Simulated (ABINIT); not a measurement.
# MoS2 (P-3m1) in ABINIT: notebook, part 2 of 2

ABINIT 10.8.3 (patched build). The steps go on from the part before.

### 4 Band structure, BLYP

Input file run.abi:

```
# Datasets: ground state, then fixed potential
ndtset 2

# Pseudopotentials
pp_dirpath "./"
pseudos "Mo.GGA_PBE-JTH.xml, S.GGA_PBE-JTH.xml"

# Structure
acell 3*1.0
rprim
     6.0990240984     0.0000000000     0.0000000000
    -3.0495120492     5.2819098074     0.0000000000
     0.0000000000     0.0000000000    11.9288459328
ntypat 2
znucl 42 16
natom 3
typat 1 2 2
xcart
     0.0000000000     0.0000000000     5.9644229664
     3.0495120495     1.7606366023     8.8831811008
    -0.0000000003     3.5212732051     3.0456648319

# Plane-wave basis
ecut 20.0
pawecutdg 40.0

# Exchange and correlation
ixc -106131

# Bands and occupations
occopt 3
tsmear 0.00183747

# SCF cycle
nstep 100

# Output
iomode 3
prtwf 0
prteig 0
prtebands 0
enunit 1
prtden1 1

# Dataset 1
kptopt1 1
ngkpt1 9 9 4
nshiftk1 1
shiftk1 0.0 0.0 0.0
nband1 17
tolvrs1 1.0e-9

# Dataset 2: bands along G-M-K-G-A-L-H-A
iscf2 -2
getden2 1
nband2 21
nbdbuf2 2
tolwfr2 1.0e-12
kptopt2 -7
ndivsm2 6
prteig2 1
kptbounds2
     0.0000000000     0.0000000000     0.0000000000
     0.5000000000     0.0000000000     0.0000000000
     0.3333333333     0.3333333333     0.0000000000
     0.0000000000     0.0000000000     0.0000000000
     0.0000000000     0.0000000000     0.5000000000
     0.5000000000     0.0000000000     0.5000000000
     0.3333333333     0.3333333333     0.5000000000
     0.0000000000     0.0000000000     0.5000000000
```

The run is started by

```console
$ abinit run.abi > log 2>&1
```

Run time: 1.9 min. Hardware: 1 thread of Arm Neoverse V1, shared host; peak memory 0.14 GiB.

The run converged. Its results:

| Quantity | Value |
| --- | --- |
| Free energy | -2434.3565 eV |
| Pressure | 8.0 GPa |
| Largest force | 0.684 eV/Å |
| Band gap on the k mesh | none (metal or under the smearing width) |
| Valence electrons inside the program's atomic spheres | Mo 11.25; S 3.60 |

Forces in eV/Å, atoms in the order of the input:
```
Mo   0.000  0.000  0.000
S    0.000  0.000  0.684
S    0.000  0.000 -0.684
```

Stress tensor (GPa, compression positive):
```
8.04 0.00 0.00
0.00 8.04 0.00
0.00 0.00 7.86
```

Levels at the corners of the path, in eV from the Fermi level:
```csv
point,band 10,band 11,band 12,band 13,band 14,band 15,band 16,band 17
Γ,-1.83,-1.02,-0.94,-0.94,-0.34,-0.34,3.16,3.16
M,-4.06,-3.13,-1.75,-1.67,0.89,1.68,3.59,3.82
K,-3.81,-3.81,-3.37,0.64,0.79,0.79,2.87,2.87
Γ,-1.83,-1.02,-0.94,-0.94,-0.34,-0.34,3.16,3.16
A,-3.56,-0.94,-0.94,-0.41,-0.41,-0.06,3.31,3.31
L,-4.11,-2.36,-2.04,-1.60,0.89,1.68,3.27,4.73
H,-3.77,-3.77,-3.70,0.36,0.36,0.64,3.60,3.60
A,-3.56,-0.94,-0.94,-0.41,-0.41,-0.06,3.31,3.31
```

Caveat: the PAW data sets were made with another functional, which shifts forces and pressure a little; this functional lacks dispersion, which binds the layers, so the pressure and a relaxed spacing across them are unreliable.

### 5 Band structure, rPW86PBE

run.abi: that of step 4 with these lines changed.

```diff
@@ -8,7 +8,7 @@
 # Structure
-acell 3*1.0
+acell 3*1.0 Angstrom
 rprim
-     6.0990240984     0.0000000000     0.0000000000
-    -3.0495120492     5.2819098074     0.0000000000
-     0.0000000000     0.0000000000    11.9288459328
+     3.2274645616     0.0000000000     0.0000000000
+    -1.6137322808     2.7950663001     0.0000000000
+     0.0000000000     0.0000000000     6.3124734200
 ntypat 2
@@ -17,9 +17,9 @@
 typat 1 2 2
-xcart
-     0.0000000000     0.0000000000     5.9644229664
-     3.0495120495     1.7606366023     8.8831811008
-    -0.0000000003     3.5212732051     3.0456648319
+xred
+     0.0000000000     0.0000000000     0.5000000000
+     0.6666666667     0.3333333333     0.7446806800
+     0.3333333333     0.6666666667     0.2553193200
 
 # Plane-wave basis
-ecut 20.0
+ecut 544.227725 eV
 pawecutdg 40.0
@@ -27,3 +27,3 @@
 # Exchange and correlation
-ixc -106131
+ixc -144130
 
@@ -31,3 +31,3 @@
 occopt 3
-tsmear 0.00183747
+tsmear 0.05 eV
 
@@ -43,2 +43,5 @@
 prtden1 1
+prtvha1 1
+prtvclmb1 1
+prtpot1 1
 
@@ -59,4 +62,5 @@
 kptopt2 -7
-ndivsm2 6
+ndivsm2 8
 prteig2 1
+prtvol2 -3
 kptbounds2
```

The run is started by

```console
$ abinit run.abi > log 2>&1
```

It took 2.3 min on 1 thread of Arm Neoverse V1, shared host; peak memory 0.16 GiB.

The run converged. Its results:

```yaml
Free_energy: -2440.3089 eV
Pressure: 6.7 GPa
Largest_force: 0.744 eV/Å
Band_gap_on_the_k_mesh: none (metal or under the smearing width)
Valence_electrons_inside_the_program's_atomic_spheres: Mo 11.23; S 3.60
```

Forces on the atoms (eV/Å):
```
Mo   0.000  0.000  0.000
S    0.000  0.000  0.744
S    0.000  0.000 -0.744
```

Stress tensor (GPa, compression positive):
```
6.55 0.00 0.00
0.00 6.55 0.00
0.00 0.00 7.11
```

Levels at the corners of the path, in eV from the Fermi level:
| point | band 11 | band 12 | band 13 | band 14 | band 15 | band 16 |
| --- | --- | --- | --- | --- | --- | --- |
| Γ | -1.03 | -0.92 | -0.92 | -0.35 | -0.35 | 3.18 |
| M | -3.17 | -1.77 | -1.67 | 0.92 | 1.70 | 3.62 |
| K | -3.83 | -3.39 | 0.64 | 0.81 | 0.81 | 2.88 |
| Γ | -1.03 | -0.92 | -0.92 | -0.35 | -0.35 | 3.18 |
| A | -0.93 | -0.93 | -0.42 | -0.42 | -0.05 | 3.34 |
| L | -2.38 | -2.05 | -1.61 | 0.92 | 1.71 | 3.30 |
| H | -3.78 | -3.73 | 0.37 | 0.37 | 0.65 | 3.63 |
| A | -0.93 | -0.93 | -0.42 | -0.42 | -0.05 | 3.34 |

Caveat: the PAW data sets were made with another functional, which shifts forces and pressure a little.

### 6 Band structure, PW91

run.abi: that of step 5 with these lines changed.

```diff
@@ -1,5 +1,3 @@
-# Datasets: ground state, then fixed potential
 ndtset 2
 
-# Pseudopotentials
 pp_dirpath "./"
@@ -7,3 +5,2 @@
 
-# Structure
 acell 3*1.0 Angstrom
@@ -22,3 +19,2 @@
 
-# Plane-wave basis
 ecut 544.227725 eV
@@ -26,13 +22,9 @@
 
-# Exchange and correlation
-ixc -144130
+ixc -109134
 
-# Bands and occupations
 occopt 3
-tsmear 0.05 eV
+tsmear 0.00183747
 
-# SCF cycle
 nstep 100
 
-# Output
 iomode 3
@@ -43,7 +35,3 @@
 prtden1 1
-prtvha1 1
-prtvclmb1 1
-prtpot1 1
 
-# Dataset 1
 kptopt1 1
@@ -55,3 +43,2 @@
 
-# Dataset 2: bands along G-M-K-G-A-L-H-A
 iscf2 -2
@@ -62,3 +49,3 @@
 kptopt2 -7
-ndivsm2 8
+ndivsm2 6
 prteig2 1
```

Potentials or basis: JTH PAW PBE v2.0.

The run is started by

```console
$ abinit run.abi > log 2>&1
```

run.abo:

```text
.Version 10.8.3 of ABINIT
 DATASET    1 : space group P-3 m 1 (#164); Bravais hP (primitive hexag.)
================================================================================
 Values of the parameters that define the memory need for DATASET  1.
     intxc =       0    ionmov =       0      iscf =      17    lmnmax =      18
     lnmax =       6     mgfft =      50  mpssoang =       3    mqgrid =    3397
     natom =       3  nloc_mem =       2    nspden =       1   nspinor =       1
    nsppol =       1      nsym =      12    n1xccc =       1    ntypat =       2
    occopt =       3   xclevel =       2
       mpw =        1662          nfft =       36450          nkpt =          43
 PAW method is used; the additional fine FFT grid is defined by:
   mgfftf=        72    nfftf =     93312
================================================================================
================================================================================

 DATASET    2 : space group P-3 m 1 (#164); Bravais hP (primitive hexag.)
================================================================================
 Values of the parameters that define the memory need for DATASET  2.
     intxc =       0    ionmov =       0      iscf =      -2    lmnmax =      18
     lnmax =       6     mgfft =      50  mpssoang =       3    mqgrid =    3397
     natom =       3  nloc_mem =       2    nspden =       1   nspinor =       1
    nsppol =       1      nsym =      12    n1xccc =       1    ntypat =       2
    occopt =       3   xclevel =       2
       mpw =        1666          nfft =       36450          nkpt =          83
 PAW method is used; the additional fine FFT grid is defined by:
   mgfftf=        72    nfftf =     93312
================================================================================
================================================================================

--------------------------------------------------------------------------------
------------- Echo of variables that govern the present computation ------------
--------------------------------------------------------------------------------
 -outvars: echo values of preprocessed input variables --------
            acell      1.8897261259E+00  1.8897261259E+00  1.8897261259E+00 Bohr
              amu      9.59400000E+01  3.20660000E+01
             ecut      2.00000000E+01 Hartree
           enunit           1
           getden1          0
           getden2          1
             iscf1         17
             iscf2         -2
              ixc     -109134
           jdtset        1    2
           kptopt1          1
           kptopt2         -7
         kptrlatt        9    0    0      0    9    0      0    0    4
          kptrlen1     4.77153838E+01
          kptrlen2     3.00000000E+01
            natom           3
            nband1         17
            nband2         21
           nbdbuf1          0
           nbdbuf2          2
           ndtset           2
           ndivsm1          0
           ndivsm2          6
            ngfft          27      27      50
          ngfftdg          36      36      72
             nkpt1         43
             nkpt2         83
            nstep         100
             nsym          12
           ntypat           2
           occopt           3
        pawecutdg      4.00000000E+01 Hartree
         pawxcdev           0
        prtebands           0
           prteig1          0
           prteig2          1
           prtvol1          0
[... 929 lines left out ...]
  6.6141E-02  1.3397E-01  1.3397E-01  1.4972E-01  2.4621E-01  2.4621E-01
  2.6675E-01  2.6675E-01  2.7853E-01  4.0366E-01  4.0366E-01  5.0422E-01
  5.6189E-01  6.1272E-01  6.3493E-01

--- !ResultsGS
iteration_state: {dtset: 2, }
comment   : Summary of ground state results
lattice_vectors:
- [  6.0990241,   0.0000000,   0.0000000, ]
- [ -3.0495121,   5.2819098,   0.0000000, ]
- [  0.0000000,   0.0000000,  11.9288459, ]
lattice_lengths: [   6.09902,    6.09902,   11.92885, ]
lattice_angles: [ 90.000,  90.000, 120.000, ] # degrees, (23, 13, 12)
lattice_volume:   3.8428175E+02
convergence: {deltae:  0.000E+00, res2:  0.000E+00, residm:  9.997E-13, diffor:  0.000E+00, }
etotal    :  -8.96665124E+01
entropy   :   0.00000000E+00
fermie    :   2.80990323E-01
cartesian_stress_tensor: null
pressure_GPa: null
xred      :
- [  0.0000E+00,   0.0000E+00,   5.0000E-01, Mo]
- [  6.6667E-01,   3.3333E-01,   7.4468E-01,  S]
- [  3.3333E-01,   6.6667E-01,   2.5532E-01,  S]
cartesian_forces: null
force_length_stats: {min: null, max: null, mean: null, }
...

 Integrated electronic density in atomic spheres:
 ------------------------------------------------
 Atom  Sphere_radius  Integrated_density
    1        2.20740         11.22771611
    2        1.90380          3.57434902
    3        1.90380          3.57434902

================================================================================

 ----iterations are completed or convergence reached----

 Mean square residual over all n,k,spin=   56.202E-14; max=  99.966E-14
 reduced coordinates (array xred) for    3 atoms
       0.000000000000      0.000000000000      0.500000000000
       0.666666666667      0.333333333333      0.744680680000
       0.333333333333      0.666666666667      0.255319320000

 cartesian coordinates (angstrom) at end:
    1      0.00000000000000     0.00000000000000     3.15623671000000
    2      1.61373228080000     0.93168876670000     4.70077699888753
    3     -0.00000000000000     1.86337753340000     1.61169642111247
 length scales=  1.889726125908  1.889726125908  1.889726125908 bohr
              =  1.000000000000  1.000000000000  1.000000000000 angstroms
 Eigenvalues (   eV  ) for nkpt=  83  k points:
 kpt#   1, nband= 21, wtk=  1.00000, kpt=  0.0000  0.0000  0.0000 (reduced coord)
 -54.17933  -28.18748  -28.17046  -28.17046   -7.18344   -5.74701    1.01608    3.63614
   3.63614    5.81508    6.60171    6.70574    6.70574    7.32606    7.32606   10.82839
  10.82839   13.74393   13.83940   17.16802   17.17170
 kpt#   2, nband= 21, wtk=  1.00000, kpt=  0.0357  0.0000  0.0000 (reduced coord)
 -54.17894  -28.18667  -28.17458  -28.17140   -7.16409   -5.74288    1.04103    3.58267
   3.64765    5.85040    6.52488    6.59446    6.62903    7.39526    7.43472   10.76492
  10.81889   13.85588   13.91272   17.08718   17.23546
 kpt#   3, nband= 21, wtk=  1.00000, kpt=  0.0714  0.0000  0.0000 (reduced coord)
 -54.17779  -28.18681  -28.18421  -28.17418   -7.10654   -5.73066    1.11507    3.44087
   3.68042    5.91006    6.20497    6.37476    6.61447    7.51352    7.64535   10.60975
  10.79474   14.11461   14.15601   16.91161   17.45197
 kpt#   4, nband= 21, wtk=  1.00000, kpt=  0.1071  0.0000  0.0000 (reduced coord)
 -54.17594  -28.20632  -28.18037  -28.17866   -7.01232   -5.71075    1.23576    3.25010
   3.72934    5.64412    6.09591    6.14327    6.59807    7.62369    7.86026   10.43953
  10.76850   14.40596   14.55970   16.74432   17.73629
 kpt#   5, nband= 21, wtk=  1.00000, kpt=  0.1429  0.0000  0.0000 (reduced coord)
[... 301 lines left out ...]
   3.73300    4.73087    5.75348    5.98269    7.11637    7.79773    8.18761   10.44509
  10.82125   14.42518   15.80656   16.77548   16.85011
 kpt#  81, nband= 21, wtk=  1.00000, kpt=  0.0417  0.0417  0.5000 (reduced coord)
 -54.17776  -28.18701  -28.18425  -28.17432   -6.92427   -6.01243    1.89770    3.19948
   3.68909    4.49541    6.19902    6.28302    7.14770    7.59688    7.95941   10.69471
  10.91463   14.06290   15.55082   16.79227   17.01067
 kpt#  82, nband= 21, wtk=  1.00000, kpt=  0.0208  0.0208  0.5000 (reduced coord)
 -54.17894  -28.18669  -28.17467  -28.17142   -6.98266   -6.03078    1.82450    3.47771
   3.65701    4.23642    6.55438    6.55834    7.19893    7.38044    7.72349   10.90231
  10.96752   13.81244   15.35943   16.71273   17.21667
 kpt#  83, nband= 21, wtk=  1.00000, kpt=  0.0000  0.0000  0.5000 (reduced coord)
 -54.17933  -28.18752  -28.17046  -28.17046   -7.00231   -6.03697    1.79978    3.64549
   3.64549    4.07422    6.69978    6.69978    7.25852    7.25852    7.57924   10.98427
  10.98427   13.72042   15.28975   16.67307   17.27719

== END DATASET(S) ==============================================================
================================================================================

 -outvars: echo values of variables after computation  --------
            acell      1.8897261259E+00  1.8897261259E+00  1.8897261259E+00 Bohr
           etotal1    -8.9666512381E+01
            fcart1     5.8865050712E-29  3.3985752875E-29 -0.0000000000E+00
                      -2.9432525356E-28  2.3790027013E-28  5.8622092152E-03
                       2.3546020285E-28 -2.7188602300E-28 -5.8622092152E-03
            rprim      3.2274645616E+00  0.0000000000E+00  0.0000000000E+00
                      -1.6137322808E+00  2.7950663001E+00  0.0000000000E+00
                       0.0000000000E+00  0.0000000000E+00  6.3124734200E+00
           strten1    -1.6964144466E-05 -1.6964144211E-05 -9.9454750031E-05
                       0.0000000000E+00  0.0000000000E+00  0.0000000000E+00
           xangst      0.0000000000E+00  0.0000000000E+00  3.1562367100E+00
                       1.6137322808E+00  9.3168876670E-01  4.7007769989E+00
                      -1.4735396781E-17  1.8633775334E+00  1.6116964211E+00
             xred      0.0000000000E+00  0.0000000000E+00  5.0000000000E-01
                       6.6666666667E-01  3.3333333333E-01  7.4468068000E-01
                       3.3333333333E-01  6.6666666667E-01  2.5531932000E-01
 Calculation completed.
```

Run time: 2.1 min. Hardware: 1 thread of Intel Xeon Platinum 8375C at 2.90GHz (Ice Lake), shared host; peak memory 0.15 GiB.

Results:

* Free energy: -2439.9501 eV
* Pressure: 1.3 GPa
* Largest force: 0.301 eV/Å
* Band gap on the k mesh: none (metal or under the smearing width)
* Valence electrons inside the program's atomic spheres: Mo 11.23; S 3.57

Forces in eV/Å, atoms in the order of the input:
```
Mo   0.000  0.000  0.000
S    0.000  0.000  0.301
S    0.000  0.000 -0.301
```

Stress tensor (GPa, compression positive):
```
0.50 0.00 0.00
0.00 0.50 0.00
0.00 0.00 2.93
```

Levels at the corners of the path, in eV from the Fermi level:
```tsv
point	band 11	band 12	band 13	band 14	band 15	band 16
Γ	-1.04	-0.94	-0.94	-0.32	-0.32	3.18
M	-3.17	-1.76	-1.71	0.93	1.71	3.62
K	-3.85	-3.42	0.64	0.81	0.81	2.88
Γ	-1.04	-0.94	-0.94	-0.32	-0.32	3.18
A	-0.95	-0.95	-0.39	-0.39	-0.07	3.34
L	-2.39	-2.08	-1.61	0.93	1.72	3.30
H	-3.79	-3.76	0.37	0.37	0.64	3.61
A	-0.95	-0.95	-0.39	-0.39	-0.07	3.34
```

Caveat: the PAW data sets were made with another functional, which shifts forces and pressure a little; this functional lacks dispersion, which binds the layers, so the pressure and a relaxed spacing across them are unreliable.

### 7 The runs side by side

| level | gap on the mesh (eV) | pressure (GPa) | largest force (eV/Å) |
| --- | --- | --- | --- |
| HCTH407 | none | -0.2 | 0.34 |
| revPBE | none | 2.8 | 0.33 |
| BLYP | none | 8.0 | 0.68 |
| rPW86PBE | none | 6.7 | 0.74 |
| PW91 | none | 1.3 | 0.30 |

Alike in all rows: task band structure; potentials or basis JTH PAW PBE v2.0; no spin polarisation; cell as given; k mesh 9 × 9 × 4; cutoff (eV) 544; smearing fermi-dirac 0.05 eV.

Every run on the cell as given and a fine mesh finds a metal. The pressure there spans -0.2 GPa (HCTH407) to 8.0 GPa (BLYP); a positive pressure means that this level wants a larger cell, a negative one a smaller.

Caveats: the PAW data sets were made with another functional, which shifts forces and pressure a little; this functional lacks dispersion, which binds the layers, so the pressure and a relaxed spacing across them are unreliable (some runs).

Total energies depend on the potentials used, so only differences within one code and one set of settings carry meaning.
